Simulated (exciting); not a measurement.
# Fitting the PBEsol energy curve of TiAl

```cif
data_structure
_symmetry_space_group_name_H-M 'Pm-3m'
_symmetry_Int_Tables_number 221
_cell_length_a 3.1791
_cell_length_b 3.1791
_cell_length_c 3.1791
_cell_angle_alpha 90.000
_cell_angle_beta 90.000
_cell_angle_gamma 90.000
_cell_volume 32.13
loop_
_atom_site_label
_atom_site_type_symbol
_atom_site_symmetry_multiplicity
_atom_site_Wyckoff_symbol
_atom_site_fract_x
_atom_site_fract_y
_atom_site_fract_z
_atom_site_occupancy
Ti1 Ti 1 a 0.00000 0.00000 0.00000 1
Al1 Al 1 b 0.50000 0.50000 0.50000 1
```

The cell comes from a database or a generator and needn't be the stable form of this composition.

The cell was scaled at fixed shape and fractions and run with exciting, all-electron LAPW+lo, shipped species files, valence relativity iora*; PBEsol, k mesh 8 × 8 × 8 on the cell of 2 atoms, fermi-dirac occupations of 0.05 eV, no spin polarisation, no spin-orbit coupling. Energies are those that the program minimises, any entropy of the smearing included. For a metal such a mesh isn't converged to the digits shown.

| V (Å³/atom) | energy over the lowest row (meV/atom) |
| --- | --- |
| 15.1007 | 10.04 |
| 15.4219 | ? |
| 15.7432 | 0.00 |
| 16.0645 | 2.57 |
| 16.3858 | 9.39 |
| 16.7071 | 20.20 |
| 17.0284 | 34.61 |

Question: Fit the third-order Birch-Murnaghan form, give V0, B0 and B′, and predict the energy left open.

Answer: With y = (V0/V)^(2/3), E = E0 + (9 V0 B0/16) [(y - 1)³ B′ + (y - 1)² (6 - 4y)]. Least squares through the rows shown give V0 = 15.7320 Å³/atom, E0 = 0.02 meV, B0 = 118.3 GPa (1 eV/Å³ = 160.218 GPa) and B′ = 3.98, with a largest miss of 0.04 meV. At V = 15.4219 the form with these constants gives 2.35 meV; the run gave 2.34 meV an atom.
